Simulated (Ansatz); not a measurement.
Debugging an all-electron LAPW single point of HgTe, space group I-4m2 (the Python package of Ansatz (0.2.0)).

Run as a notebook:

**Cell 1**
```python
import warnings

import ansatz as az
import numpy as np
from pymatgen.core import Structure

warnings.simplefilter('ignore', az.DeckWarning)
```

**Cell 2**
```python
cell = (
    az.Lattice.from_parameters(6.091206, 6.091206, 3.11882, alpha=90, beta=90, gamma=90)
    .space_group(119, hermann_mauguin='I-4m2')
    .atom('Hg', (0.0, 0.5, 0.25))
    .atom('Te', (0.0, 0.0, 0.0))
    .primitive()
)
```

**Cell 3**
```python
len(cell.resolved().sites)
```
Output:
```text
2
```

**Cell 4**
```python
calc = (
    cell.calculation()
    .scf(tolerance=1e-08)
    .functional(az.Functional.PBESOL)
    .kpoints(density=2.5)
    .occupations('Fixed')
    .pseudopotentials('all_electron', lapw=True)
    .band_table()
)
res = calc.run()
data = res.report
```
Output:
```text
RunWarning: iter 1: σ=0 fill of 29 bands saw a band overlap (occupied 14.9491 eV > unoccupied 11.2156 eV) — on an unconverged iterate often a transient of an unconverged empty band; one that stands at the close is told there (band_overlap_at_count); if the [...]
RunWarning: a fill by count may have filled part of one level: at k-index 15 the highest filled band, 12.174117 eV, and the lowest empty band, 12.174117 eV, stand 1.066e-14 eV apart, within the solve's uncertainty, 1.000e-4 eV. If they are one level, whatever [...]
RunWarning: the bands overlap at the fill by count (29 filled at each k-point of a channel): the highest filled level, 14.805923 eV at k-index 3, stands 3.8706 eV over the lowest empty one, 10.935335 eV at k-index 25, so that a fill of the lowest levels lies [...]
```

**Cell 5**
```python
data['mixing_algorithm'], data['preconditioner'], data['eigensolver']
```
Output:
```text
('MSR1', 'none', 'davidson')
```

**Cell 6**
```python
energy = data['free_energy_ev']
print('HgTe: {:.6f} eV = {:.6f} Ry = {:.6f} Ha'.format(energy, energy / 13.605693, energy / 27.211386))
print('Fermi level {:.4f} eV, {} k-points, {} symmetry operations'.format(data['fermi_energy_ev'], data['n_kpoints'], data['n_symmetry_ops']))
```
Output:
```text
HgTe: -718489.979835 eV = -52808.039975 Ry = -26404.019988 Ha
Fermi level 14.8059 eV, 30 k-points, 8 symmetry operations
```

**Cell 7**
```python
table = np.array(data['eigenvalues_ev']) - data['fermi_energy_ev']
filling = np.array(data['occupations'])
weights = np.tile(data['kweights'], len(table) // len(data['kweights']))
print('band   lowest  highest (eV from E_F)  electrons')
for band in range(table.shape[1]):
    if table[:, band].max() > -8:
        print(f'{band + 1:4d} {table[:, band].min():8.3f} {table[:, band].max():8.3f} {weights @ filling[:, band]:18.4f}')
print('electrons counted from the table:', round(float(weights @ filling.sum(axis=1)), 5))
```
Output:
```text
band   lowest  highest (eV from E_F)  electrons
  23   -8.469   -7.835             2.0000
  24   -8.373   -7.607             2.0000
  25   -8.012   -7.603             2.0000
  26   -7.835   -7.343             2.0000
  27   -7.521   -4.556             2.0000
  28   -5.815   -2.369             2.0000
  29   -5.815    0.000             2.0000
  30   -3.871    1.937             0.0000
  31    0.032    5.838             0.0000
  32    1.903    6.476             0.0000
  33    3.330    7.439             0.0000
  34    4.348   10.696             0.0000
  35    6.507   11.793             0.0000
electrons counted from the table: 58.0
```

**Cell 8**
```python
final = Structure(res.lattice.cell_ang, [s.symbol for s in res.lattice.sites], [s.position_frac for s in res.lattice.sites])
distances = np.array([n.nn_distance for shell in final.get_all_neighbors(5.0) for n in shell])
values, counts = np.unique(distances.round(2), return_counts=True)
print('distance (A)  neighbours per atom')
for value, count in list(zip(values, counts))[:14]:
    print(f'{value:10.2f} {count / len(final):10.2f}')
```
Output:
```text
distance (A)  neighbours per atom
      3.12       2.00
      3.14       4.00
      3.84       4.00
      4.58       8.00
      4.95       4.00
```

**Cell 9**
```python
# band edges over the mesh points; the true edges can lie between them
levels = np.array(data['eigenvalues_ev'])
filled = round(data['n_electrons'] / 2)
top, bottom = levels[:, filled - 1], levels[:, filled]
print('top of band', filled, 'at k =', data['kpoints_frac'][top.argmax()], f'{top.max():.4f} eV')
print('bottom of band', filled + 1, 'at k =', data['kpoints_frac'][bottom.argmin()], f'{bottom.min():.4f} eV')
print(f'gap by band count {bottom.min() - top.max():.3f} eV, least direct gap {(bottom - top).min():.3f} eV')

errors = data['lapw_basis_errors']
print(f'estimated basis error {1000 * errors["total_ev_per_atom"]:.3f} meV/atom, target {1000 * errors["basis_error_target_ev_per_atom"]:.3f}')
for sphere in errors['spheres']:
    print(f'  {sphere["species"]:2s} muffin-tin radius {sphere["muffin_tin_radius_ang"]:.3f} A, core shells {sphere["core_shells"]}')
```
Output:
```text
top of band 29 at k = [0.0, 0.0, -0.5] 14.8059 eV
bottom of band 30 at k = [0.3333333333333333, 0.3333333333333333, -0.33333333333333337] 10.9353 eV
gap by band count -3.871 eV, least direct gap 0.000 eV
estimated basis error 0.070 meV/atom, target 0.250
  Te muffin-tin radius 1.559 A, core shells 6
  Hg muffin-tin radius 1.559 A, core shells 9
```

The session ran to its end, but the result can't be trusted. Why?

The fault: fixed occupations, though the bands overlap at this level of theory. The change:

```diff
--- before
+++ after
@@
     .kpoints(density=2.5)
-    .occupations('Fixed')
+    .occupations('fermi_dirac', width=0.05)
     .pseudopotentials('all_electron', lapw=True)
```

Run as a notebook:

(earlier cells as before)

In [4]:
```python
calc = (
    cell.calculation()
    .scf(tolerance=1e-08)
    .functional(az.Functional.PBESOL)
    .kpoints(density=2.5)
    .occupations('fermi_dirac', width=0.05)
    .pseudopotentials('all_electron', lapw=True)
    .band_table()
)
res = calc.run()
data = res.report
```

In [5]:
```python
data['mixing_algorithm'], data['preconditioner'], data['eigensolver']
```
Out [5]:
```text
('MSR1', 'LDOS', 'davidson')
```

In [6]:
```python
energy = data['free_energy_ev']
print('HgTe: {:.6f} eV = {:.6f} Ry = {:.6f} Ha'.format(energy, energy / 13.605693, energy / 27.211386))
print('Fermi level {:.4f} eV, {} k-points, {} symmetry operations'.format(data['fermi_energy_ev'], data['n_kpoints'], data['n_symmetry_ops']))
```
```text
HgTe: -718490.234824 eV = -52808.058717 Ry = -26404.029358 Ha
Fermi level 13.5014 eV, 30 k-points, 8 symmetry operations
```

In [7]:
```python
table = np.array(data['eigenvalues_ev']) - data['fermi_energy_ev']
filling = np.array(data['occupations'])
weights = np.tile(data['kweights'], len(table) // len(data['kweights']))
print('band   lowest  highest (eV from E_F)  electrons')
for band in range(table.shape[1]):
    if table[:, band].max() > -8:
        print(f'{band + 1:4d} {table[:, band].min():8.3f} {table[:, band].max():8.3f} {weights @ filling[:, band]:18.4f}')
print('electrons counted from the table:', round(float(weights @ filling.sum(axis=1)), 5))
```
```text
band   lowest  highest (eV from E_F)  electrons
  22   -7.521   -6.831             2.0000
  23   -7.124   -6.460             2.0000
  24   -7.015   -6.207             2.0000
  25   -6.612   -6.200             2.0000
  26   -6.436   -5.964             2.0000
  27   -6.166   -3.319             2.0000
  28   -4.545   -1.126             2.0000
  29   -4.500    1.292             1.6251
  30   -2.544    3.106             0.3749
  31    1.393    7.087             0.0000
  32    3.176    7.762             0.0000
  33    4.611    8.642             0.0000
  34    5.651   11.955             0.0000
  35    7.805   13.109             0.0000
electrons counted from the table: 58.0
```

In [8]:
```python
final = Structure(res.lattice.cell_ang, [s.symbol for s in res.lattice.sites], [s.position_frac for s in res.lattice.sites])
distances = np.array([n.nn_distance for shell in final.get_all_neighbors(5.0) for n in shell])
values, counts = np.unique(distances.round(2), return_counts=True)
print('distance (A)  neighbours per atom')
for value, count in list(zip(values, counts))[:14]:
    print(f'{value:10.2f} {count / len(final):10.2f}')
```
```text
distance (A)  neighbours per atom
      3.12       2.00
      3.14       4.00
      3.84       4.00
      4.58       8.00
      4.95       4.00
```

In [9]:
```python
# band edges over the mesh points; the true edges can lie between them
levels = np.array(data['eigenvalues_ev'])
filled = round(data['n_electrons'] / 2)
top, bottom = levels[:, filled - 1], levels[:, filled]
print('top of band', filled, 'at k =', data['kpoints_frac'][top.argmax()], f'{top.max():.4f} eV')
print('bottom of band', filled + 1, 'at k =', data['kpoints_frac'][bottom.argmin()], f'{bottom.min():.4f} eV')
print(f'gap by band count {bottom.min() - top.max():.3f} eV, least direct gap {(bottom - top).min():.3f} eV')

errors = data['lapw_basis_errors']
print(f'estimated basis error {1000 * errors["total_ev_per_atom"]:.3f} meV/atom, target {1000 * errors["basis_error_target_ev_per_atom"]:.3f}')
for sphere in errors['spheres']:
    print(f'  {sphere["species"]:2s} muffin-tin radius {sphere["muffin_tin_radius_ang"]:.3f} A, core shells {sphere["core_shells"]}')
```
```text
top of band 29 at k = [0.0, 0.0, -0.5] 14.7938 eV
bottom of band 30 at k = [0.3333333333333333, 0.3333333333333333, -0.33333333333333337] 10.9577 eV
gap by band count -3.836 eV, least direct gap 0.000 eV
estimated basis error 0.071 meV/atom, target 0.250
  Te muffin-tin radius 1.559 A, core shells 6
  Hg muffin-tin radius 1.559 A, core shells 9
```

What to keep in mind:
- All-electron totals depend on functional, relativistic treatment and basis; only differences at equal settings carry meaning.
- For a metal this k-point mesh is coarse: on a finer one energies can move by several to tens of meV an atom and pressures by half a GPa or more, differences at one mesh by less.
- An absolute Fermi energy rests on an arbitrary zero of the periodic potential and has no direct meaning.
- A gap by band count of zero or less means overlapping bands, a metal.
- This cell is a computed structure, which may not be the phase found in nature.
- Levels are Kohn-Sham eigenvalues on this mesh, without spin-orbit coupling.
- The whole script took 21 s on 1 thread of Arm Neoverse V2 (shared host), peak memory 0.39 GiB.

(Lines on the test bed's own set-up are left out of the output.)
